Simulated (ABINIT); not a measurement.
A run of ABINIT 10.8.3 (patched build) is set up as follows.

File run.abi:

```
pp_dirpath "./"
pseudos "V.GGA_PBE-JTH.xml"

acell 3*1.0
rprim
    -2.8617067568     2.8617067568     2.8617067568
     2.8617067568    -2.8617067568     2.8617067568
     2.8617067568     2.8617067568    -2.8617067568
ntypat 1
znucl 23
natom 1
typat 1
xred
     0.0000000000     0.0000000000     0.0000000000
chkprim 0
chksymtnons 0
tolsym 1.0e-6

ecut 15.0
pawecutdg 30.0
pawxcdev 0

kptopt 1
ngkpt 12 12 12
nshiftk 1
shiftk 0.0 0.0 0.0

ixc 11

nband 11
occopt 3
tsmear 0.05 eV

nsppol 2
spinat
     0.0000000000     0.0000000000     2.0000000000

nstep 100
tolvrs 1.0e-9

iomode 3
prtwf 0
prtden 0
prteig 0
prtebands 0

ionmov 2
ntime 60
tolmxf 0.0005
optcell 2
dilatmx 1.08
ecutsm 0.5
```

Potentials or basis: JTH PAW PBE v2.0.

Run with:

```console
$ abinit run.abi > log 2>&1
```

What does it give for the space group after relaxing (to 0.05 Å)?

Im-3m (No. 229).

Estimate the band gap on the k mesh.

none (metal or under the smearing width).

What does it give for the relaxed cell?

a = 2.598 Å, b = 2.598 Å, c = 2.598 Å, α = 109.47°, β = 109.47°, γ = 109.47°.

The path:
```csv
step,energy change (eV),largest force (eV/Å),pressure (GPa),volume (Å³)
1,0.0000,0.0000,-4.80,13.89
2,-0.0045,0.0000,-2.35,13.69
3,-0.0059,0.0000,0.06,13.50
```
